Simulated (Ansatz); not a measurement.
# AlNi: the cost of one run

Method: DFT PBE, scalar-relativistic, plane waves, PAW, in Ansatz 0.2.0.

1 further run of the same task is left out (it didn't finish).

### Step 1. The structure to begin with

The structure is monoclinic, space group C2/m (No. 12). The conventional cell has a = 4.601 Å, b = 2.789 Å, c = 4.111 Å, α = 90.00°, β = 109.27°, γ = 90.00°. Al (site symmetry 2/m) is surrounded by 6 Ni at 2.48 to 2.53 Å and 6 Al at 2.69 to 2.79 Å. Ni (site symmetry 2/m) is surrounded by 6 Al at 2.48 to 2.53 Å and 6 Ni at 2.69 to 2.79 Å.

Cell or atoms stand a little off a more symmetric structure (R-3m at a tolerance of 0.3 Å), so results at this geometry aren't those of that ideal crystal.

As a file:

```cif
data_structure
_symmetry_space_group_name_H-M 'C2/m'
_symmetry_Int_Tables_number 12
_cell_length_a 4.6014
_cell_length_b 2.7894
_cell_length_c 4.1111
_cell_angle_alpha 90.000
_cell_angle_beta 109.266
_cell_angle_gamma 90.000
_cell_volume 49.81
loop_
_atom_site_label
_atom_site_type_symbol
_atom_site_symmetry_multiplicity
_atom_site_Wyckoff_symbol
_atom_site_fract_x
_atom_site_fract_y
_atom_site_fract_z
_atom_site_occupancy
Al1 Al 2 a 0.00000 0.00000 0.00000 1
Ni1 Ni 2 d 0.50000 0.00000 0.50000 1
```

Source of the structure: the Materials Project (structure only).

(A quick probe on a coarse mesh, which set the mesh and smearing, is not shown.)

### Step 3. Full relaxation

The input, input.yaml:

```yaml
crystal:
  lattice:
    - [2.300681, -1.39468, 0.0]
    - [2.300681, 1.39468, 0.0]
    - [-1.356451, 0.0, 3.880838]
  atoms:
    - { symbol: Al, position: [0.0, 0.0, 0.0] }
    - { symbol: Ni, position: [0.5, 0.5, 0.5] }
basis:
  ecutwfc: 420
kpoints:
  mp_grid: { grid: [18, 18, 12] }
hamiltonian:
  xc: pbe
scf:
  occupations: { method: gaussian, width: 0.1 }
output:
  forces: true
  stress: true
  eigenvalues: true
  write_density: true
  write_potential: true
  elf: true
  volumetric_format: npy
relax:
  adjacent_minimum: "off"
  f_tol: 0.005
  max_steps: 80
  cell: { stress_tol: 0.05 }
```

Started as:

```
$ ansatz run input.yaml --threads 1 --pin off --max-ram 2560MiB --backend cpu --events-out ev --progress --plain --runs-dir out
```

Q: Estimate wall time and peak memory on 1 thread of Intel Xeon Platinum 8259CL at 2.50GHz (Skylake/Cascade Lake), shared host.

About 3.6 min, with a peak of 0.69 GiB.
